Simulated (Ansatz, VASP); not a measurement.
# Na in VASP and in Ansatz

```xyz
2
Lattice="3.8047 0.0000 0.0000 -1.9023 3.2949 0.0000 0.0000 0.0000 6.1540" Properties=species:S:1:pos:R:3 pbc="T T T"
Na    0.0000    2.1966    1.5385
Na    1.9023    1.0983    4.6155
```

Change from the starting cell: equal xx and yy strain of +1 %.

Alike in both runs: task single point; functional PBEsol; k mesh 13 × 13 × 7; occupations fermi-dirac, width 0.05 eV; no spin polarisation.

|  | VASP | Ansatz |
| --- | --- | --- |
| version | VASP 6.6.1 | Ansatz 0.2.0 |
| potentials or method | VASP PAW PBE potentials, release 64 (Na_pv), cutoff 520 eV | all-electron LAPW, scalar-relativistic |

|  | VASP | Ansatz | Ansatz less VASP |
| --- | --- | --- | --- |
| pressure (GPa) | -0.4 | -0.4 | -0.02 |
| largest component of the traceless stress (GPa) | 0.13 | 0.12 | -0.002 |

Ansatz ran all-electron here, so the differences hold the error of VASP's frozen core and of both bases.

Caveats: the PAW data sets were made with another functional, which shifts forces and pressure a little (VASP).
